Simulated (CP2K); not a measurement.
A run of CP2K 2026.2 is set up as follows.

Contents of mos2_vcrelax.inp:

```
&GLOBAL
  PROJECT mos2_vcrelax
  RUN_TYPE CELL_OPT
  PRINT_LEVEL LOW
&END GLOBAL
&FORCE_EVAL
  METHOD QS
  STRESS_TENSOR ANALYTICAL
  &DFT
    BASIS_SET_FILE_NAME BASIS_MOLOPT_UZH
    POTENTIAL_FILE_NAME POTENTIAL_UZH
    &MGRID
      CUTOFF 450
      REL_CUTOFF 60
      NGRIDS 4
    &END MGRID
    &QS
      METHOD GPW
      EPS_DEFAULT 1.0E-9
      EXTRAPOLATION USE_PREV_P
    &END QS
    &KPOINTS
      SCHEME MONKHORST-PACK 7 7 2
      GAMMA_CENTERED T
    &END KPOINTS
    &SCF
      SCF_GUESS ATOMIC
      EPS_SCF 1.0E-6
      MAX_SCF 100
      ADDED_MOS 24
      CHOLESKY OFF
      EPS_EIGVAL 1.0E-7
      &DIAGONALIZATION ON
        ALGORITHM STANDARD
      &END DIAGONALIZATION
      &MIXING ON
        METHOD BROYDEN_MIXING
        ALPHA 0.4
        BETA 1.5
        NBUFFER 8
      &END MIXING
      &SMEAR ON
        METHOD FERMI_DIRAC
        ELECTRONIC_TEMPERATURE [K] 1160.452
      &END SMEAR
    &END SCF
    &XC
      &XC_FUNCTIONAL
        &GGA_X_PBE_SOL
        &END GGA_X_PBE_SOL
        &GGA_C_PBE_SOL
        &END GGA_C_PBE_SOL
      &END XC_FUNCTIONAL
    &END XC
    &PRINT
      &KPOINTS ON
      &END KPOINTS
      &MULLIKEN ON
        &EACH
          CELL_OPT 0
        &END EACH
        ADD_LAST NUMERIC
      &END MULLIKEN
      &MO ON
        ENERGIES T
        OCCUPATION_NUMBERS T
        &EACH
          QS_SCF 0
          CELL_OPT 0
        &END EACH
        ADD_LAST NUMERIC
      &END MO
    &END PRINT
  &END DFT
  &SUBSYS
    &CELL
      A 3.1690000000 0.0000000000 0.0000000000
      B -1.5845000000 2.7444345046 0.0000000000
      C 0.0000000000 0.0000000000 12.3240000000
      PERIODIC XYZ
    &END CELL
    &COORD
      SCALED
      Mo  0.6666666667 0.3333333333 0.7500000000
      Mo  0.3333333333 0.6666666667 0.2500000000
      S   0.6666666667 0.3333333333 0.3770000000
      S   0.3333333333 0.6666666667 0.8770000000
      S   0.6666666667 0.3333333333 0.1230000000
      S   0.3333333333 0.6666666667 0.6230000000
    &END COORD
    &KIND Mo
      BASIS_SET TZVP-MOLOPT-PBE-GTH-q14
      POTENTIAL GTH-PBE-q14
    &END KIND
    &KIND S
      BASIS_SET TZVP-MOLOPT-PBE-GTH-q6
      POTENTIAL GTH-PBE-q6
    &END KIND
    &PRINT
      &ATOMIC_COORDINATES ON
      &END ATOMIC_COORDINATES
      &CELL ON
      &END CELL
    &END PRINT
  &END SUBSYS
  &PRINT
    &FORCES ON
    &END FORCES
    &STRESS_TENSOR ON
    &END STRESS_TENSOR
  &END PRINT
&END FORCE_EVAL
&MOTION
  &CELL_OPT
    OPTIMIZER BFGS
    MAX_ITER 40
    MAX_FORCE [eV*angstrom^-1] 0.03
    RMS_FORCE [eV*angstrom^-1] 0.03
    MAX_DR 1.0E-2
    RMS_DR 1.0E-2
    EXTERNAL_PRESSURE [bar] 50000.0
    PRESSURE_TOLERANCE [bar] 300
  &END CELL_OPT
  &PRINT
    &TRAJECTORY ON
    &END TRAJECTORY
    &CELL ON
    &END CELL
    &FORCES ON
    &END FORCES
    &STRESS ON
    &END STRESS
    &RESTART OFF
    &END RESTART
    &RESTART_HISTORY OFF
    &END RESTART_HISTORY
  &END PRINT
&END MOTION
```

Potentials or basis: POTENTIAL_UZH Mo GTH-PBE-q14, S GTH-PBE-q6; TZVP-MOLOPT-PBE-GTH basis.

Command:

```console
$ OMP_NUM_THREADS=2 cp2k.psmp -i mos2_vcrelax.inp -o mos2_vcrelax.out
```

Question: Predict the space group after relaxing (to 0.05 Å).

Answer: P6_3/mmc (No. 194).

Question: Predict the Mulliken charges.

Answer: Mo -0.43; S +0.22 e.

Question: Predict the band gap on the k mesh.

Answer: 0.68 eV, indirect (least direct gap 2.04 eV).

Question: Estimate the relaxed volume.

Answer: 16.39 Å³/atom.

Step by step:
```csv
step,energy change (eV),largest force (eV/Å),volume (Å³)
1,0.0000,0.0755,106.09
2,0.0445,0.3066,103.50
3,0.0442,0.2553,103.39
4,0.0540,0.0622,102.72
5,0.0547,0.0527,102.67
6,0.0622,0.1152,102.22
7,0.0657,0.1424,102.01
8,0.0693,0.1824,101.76
9,0.0721,0.1464,101.55
10,0.0765,0.1327,101.26
11,0.0827,0.1814,100.86
12,0.0932,0.3162,100.22
13,0.1086,0.4512,99.29
14,0.1208,0.3922,98.49
15,0.1196,0.1742,98.31
16,0.1165,0.0243,98.36
17,0.1169,0.0033,98.35
18,0.1169,0.0033,98.35
```

Caveat: the printed path begins after the first move; the potentials were made for another functional, which shifts forces and pressure; an odd mesh through Γ misses points on the zone boundary, where band edges often lie; this functional lacks dispersion, which binds the layers, so the pressure and a relaxed spacing across them are unreliable; the basis of atomic orbitals isn't converged, which shifts pressures, moduli and gaps.
